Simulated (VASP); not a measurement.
BaTe:

```
CELL_PARAMETERS angstrom
0.00000 3.41000 3.41000
3.41000 0.00000 3.41000
3.41000 3.41000 0.00000
ATOMIC_POSITIONS crystal
Ba 0.00000 0.00000 0.00000
Te 0.50000 0.50000 0.50000
```

Program: VASP 6.6.1. Alike in all runs: no spin polarisation; cell as given.

**Question.** Order these runs on this cell by their band gap on the k mesh, lowest first.
A. level PBEsol; potentials or basis VASP PAW PBE potentials, release 64 (Ba_sv, Te); k mesh 7 × 7 × 7; cutoff (eV) 520; smearing fermi-dirac 0.05 eV; ladder free; mesh quality not flagged
B. level PBE; potentials or basis VASP PAW PBE potentials, release 64 (Ba_sv_GW, Te_GW); k mesh 3 × 3 × 3; cutoff (eV) 450; smearing gaussian 0.02 eV; mesh quality coarse
C. level RPBE; potentials or basis VASP PAW PBE potentials, release 64 (Ba_sv, Te); k mesh 7 × 7 × 7; cutoff (eV) 520; smearing gaussian 0.1 eV; mesh quality not flagged
D. level LAK; potentials or basis VASP PAW PBE potentials, release 64 (Ba_sv, Te); k mesh 7 × 7 × 7; cutoff (eV) 520; smearing tetrahedron; mesh quality not flagged

**Answer.** A (1.29 eV), C (1.49 eV), B (1.66 eV), D (1.84 eV).

Caveats: some runs use coarse meshes; spin-orbit coupling is left out, which moves the levels of the heavy elements; an odd mesh through Γ misses points on the zone boundary, where band edges often lie.
